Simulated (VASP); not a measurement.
Sm under changes of volume

One of the cells (34.508 Å³/atom); the others are scaled copies at fixed shape and fractional positions:

```xyz
1
Lattice="-1.8293 1.8293 2.5779 1.8293 -1.8293 2.5779 1.8293 1.8293 -2.5779" Properties=species:S:1:pos:R:3 pbc="T T T"
Sm    0.0000    0.0000    0.0000
```

This isn't the form of Sm at room conditions, which is rhombohedral.

```yaml
Program: VASP 6.6.1
Functional: PBE
Potentials_or_basis: VASP PAW PBE potentials, release 64 (Sm)
Cutoff: 520 eV
k_mesh: 10 × 10 × 10
Occupations: fermi-dirac, width 0.05 eV
Spin: collinear spin, ferromagnetic start
Starting_moments: "[5.0] μB"
```

```csv
volume (Å³/atom),energy over the lowest point (meV/atom),pressure (GPa),moment (μB per cell)
31.802,74.60,4.6,6.53
32.478,56.09,3.9,6.55
33.155,40.24,3.3,6.55
34.508,?,?,?
35.185,6.90,1.8,6.55
35.861,0.00,1.3,6.54
```

Question: What does the run at 34.508 Å³/atom give?

Answer: Energy over the lowest point 15.80 meV/atom; pressure 2.1 GPa; moment 6.55 μB per cell.

Worked out: A Birch-Murnaghan fit of order 3 (a polynomial in V^(-2/3)) to the other rows has no minimum within the range. It gives 15.82 meV/atom at 34.508 Å³/atom, against the run's 15.80, and -dE/dV = 2.4 GPa, against 2.1. A parabola through the other rows of the moment, of slope -0.00494 μB per Å³/atom there, gives 6.56 μB, against the run's 6.55.

Energies are extrapolated to zero smearing.

Caveats: the magnetic or orbital state may not be the lowest.
